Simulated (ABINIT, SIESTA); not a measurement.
This is a calculation of TiAl3 for ABINIT 10.8.3 (patched build). The cell comes from a database or a generator and needn't be the stable form of this composition.

The input run.abi:

```
# Pseudopotentials
pp_dirpath "./"
pseudos "Ti.GGA_PBE-JTH.xml, Al.GGA_PBE-JTH.xml"

# Structure
structure "poscar:POSCAR"
natom 4

# Plane-wave basis
ecut 408.170794 eV
pawecutdg 30.0

# k points
kptopt 1
ngkpt 10 10 10
nshiftk 1
shiftk 0.0 0.0 0.0

# Exchange and correlation
ixc 11

# Bands and occupations
nband 15
occopt 3
tsmear 0.05 eV

# SCF cycle
nstep 100
tolvrs 1.0e-9

# Output
iomode 3
prtwf 0
prtden 0
prteig 0
prtebands 0
enunit 1
```

Contents of POSCAR:

```
TiAl3
1.0
   -1.9111067713      1.9111067713      4.2806687947
    1.9111067713     -1.9111067713      4.2806687947
    1.9111067713      1.9111067713     -4.2806687947
Ti Al
1 3
Direct
    0.0000000000      0.0000000000      0.0000000000  Ti
    0.2500000000      0.7500000000      0.5000000000  Al
    0.7500000000      0.2500000000      0.5000000000  Al
    0.5000000000      0.5000000000      0.0000000000  Al
```

Potentials or basis: JTH PAW PBE v2.0.

Launch:

```console
$ abinit run.abi > log 2>&1
```

Q: Translate it to SIESTA 5.4.2. Potentials or basis there: files PseudoDojo sr-pbe-0.4.1-standard, DZP (energy shift 0.003 Ry; two zetas on semicore shells).

A: As run (cutoffs and basis follow the program's own potentials, and thresholds, step limits or extra output files can differ):

File TiAl3.fdf:

```
SystemName                      TiAl3
SystemLabel                     TiAl3
NumberOfSpecies                 2
NumberOfAtoms                   4
%block ChemicalSpeciesLabel
  1  22 Ti
  2  13 Al
%endblock ChemicalSpeciesLabel

LatticeConstant                 1.0 Ang
%block LatticeVectors
    -1.9111067713     1.9111067713     4.2806687947
     1.9111067713    -1.9111067713     4.2806687947
     1.9111067713     1.9111067713    -4.2806687947
%endblock LatticeVectors
AtomicCoordinatesFormat         Fractional
%block AtomicCoordinatesAndAtomicSpecies
     0.0000000000     0.0000000000     0.0000000000  1  Ti
     0.2500000000     0.7500000000     0.5000000000  2  Al
     0.7500000000     0.2500000000     0.5000000000  2  Al
     0.5000000000     0.5000000000     0.0000000000  2  Al
%endblock AtomicCoordinatesAndAtomicSpecies

%block kgrid.MonkhorstPack
   10   0   0  0.0
    0  10   0  0.0
    0   0  10  0.0
%endblock kgrid.MonkhorstPack
XC.Functional                   GGA
XC.Authors                      PBE
PAO.BasisSize                   DZP
PAO.EnergyShift                 0.003 Ry
Mesh.Cutoff                     800 Ry
OccupationFunction              FD
ElectronicTemperature           0.05 eV
MaxSCFIterations                120
SCF.MustConverge                false
SCF.Mixer.Method                Pulay
SCF.Mixer.Weight                0.25
SCF.Mixer.History               8
SCF.DM.Tolerance                5.0e-05
SCF.H.Tolerance                 1.0e-03 eV
WriteForces                     true
Charge.Mulliken                 end
Charge.Hirshfeld                end
Charge.Voronoi                  end
SaveRho                         true
SaveElectrostaticPotential      true
%block PAO.Basis
  Ti 5
  n=3 0 2
    3.144 0.000
  n=4 0 2
    8.756 0.000
  n=3 1 2
    3.568 0.000
  n=4 1 1
    8.756
  n=3 2 2
    6.267 0.000
%endblock PAO.Basis
```

Potentials or basis: PseudoDojo 0.4 standard (PBE files), converted to PSML, two zetas on semicore shells, DZP (energy shift 0.003 Ry; two zetas on semicore shells).

Command:

```sh
$ siesta < TiAl3.fdf > TiAl3.out 2>&1
```

Both were run:

|  | ABINIT | SIESTA |
| --- | --- | --- |
| Pressure | 2.1 GPa | 2.5 GPa |

Pressure is positive in compression.
